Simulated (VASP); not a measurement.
A run of VASP 6.6.1 is set up as follows.

File INCAR:

```
SYSTEM = KCl
PREC = Accurate
ENCUT = 520
EDIFF = 1E-7
ISMEAR = -1
SIGMA = 0.05
LREAL = .False.
LASPH = .True.
NELM = 80
ALGO = Normal
ISIF = 2
LWAVE = .False.
LCHARG = .True.
GGA = PE
LELF = .True.
LVHAR = .True.
NBANDS = 15
```

KPOINTS

```
regular mesh
0
Gamma
  6 6 6
  0 0 0
```

Contents of POSCAR:

```
KCl
1.0
    0.0000000000      3.1464700000      3.1464700000
    3.1464700000      0.0000000000      3.1464700000
    3.1464700000      3.1464700000      0.0000000000
K Cl
1 1
Direct
    0.0000000000      0.0000000000      0.0000000000
    0.5000000000      0.5000000000      0.5000000000
```

Potentials or basis: VASP PAW PBE potentials, release 64 (K_sv, Cl).

The run is started by

```sh
$ cat potpaw_PBE.64/K_sv/POTCAR potpaw_PBE.64/Cl/POTCAR > POTCAR
$ mpirun -np 1 vasp_std > vasp.out
```

Problem. Predict the band gap on the k mesh.

Solution. 5.19 eV, direct.

Problem. Estimate the pressure.

Solution. 0.8 GPa.

**What was measured.**

From a printed reference work, monograph, for a bulk crystal of KCl: band gap 8.68 eV.

A measured gap of KCl is 8.68 eV (a printed reference work, monograph); the calculated 5.19 eV misses it by -3.49 eV. The value is that of PBE, without temperature or zero-point motion. Semilocal functionals fall short of measured gaps as a rule.
